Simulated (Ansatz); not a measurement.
Runs of Ansatz 0.2.0 on FeSi2 (Linzhiite). It takes space group P4/mmm (No. 123, tetragonal). The conventional cell has a = 2.684 Å, b = 2.684 Å, c = 5.128 Å, α = 90.00°, β = 90.00°, γ = 90.00°. Fe (site symmetry 4/mmm) is surrounded by 8 Si at 2.35 Å and 4 Fe at 2.68 Å. Si (site symmetry 4mm) has 4 Fe at 2.35 Å and 5 Si at 2.36 to 2.68 Å as nearest neighbours. 

```tsv
task	level	U	cell	points for each segment of the path	hubbard projectors	double counting	gap on the mesh (eV)	pressure (GPa)	moment (μB)	V0 of scaled cells (Å³/atom)	relaxed volume (Å³/atom)	B0 (GPa)
band structure	PBEsol+U	Fe d U = 2 eV	as given	14	ortho-atomic (the default)	fll (the default)	none	-2.6	0.16	-	-	-
equation of state	PBEsol	-	as given	-	-	-	-	-	-	12.22	-	(c)
relaxation of cell and atoms	BLYP+D4	-	relaxed	-	-	-	none	0.0	0.08	-	(a)	-
equation of state	LDA	-	as given	-	-	-	-	-	-	11.96	-	(b)
relaxation of cell and atoms	BLYP+D3(BJ)	-	relaxed	-	-	-	none	0.0	0.07	-	12.12	-
```

Alike in all rows: potentials or basis Ansatz PAW; spin collinear, ferromagnetic start; k mesh 10 × 10 × 5; cutoff (eV) 420; smearing fermi-dirac 0.05 eV.

Task: Estimate the missing entries.

Result: (a) 12.26; (b) 214; (c) 204.

Caveats: the PAW data sets come from PBE, with cores solved anew for the run's functional, which leaves a small shift of forces and pressure; the cell was scaled at fixed shape and fractional positions, which overstates the stiffness of a crystal with free parameters, most of all of layers and chains (some runs); the potentials were made for another functional, which shifts forces and pressure (some runs); the plane-wave basis is chosen anew once the cell has moved, so the energies of steps on either side of that aren't comparable (some runs); pairwise dispersion overbinds metals, which lowers pressure and volume (some runs); the magnetic or orbital state may not be the lowest (some runs); the U is typed as a test and isn't derived for this compound (some runs).

A k mesh can miss the band edges.

A gap of «none» marks a metal or a gap under the smearing width.

Not every run made on this cell is shown here.
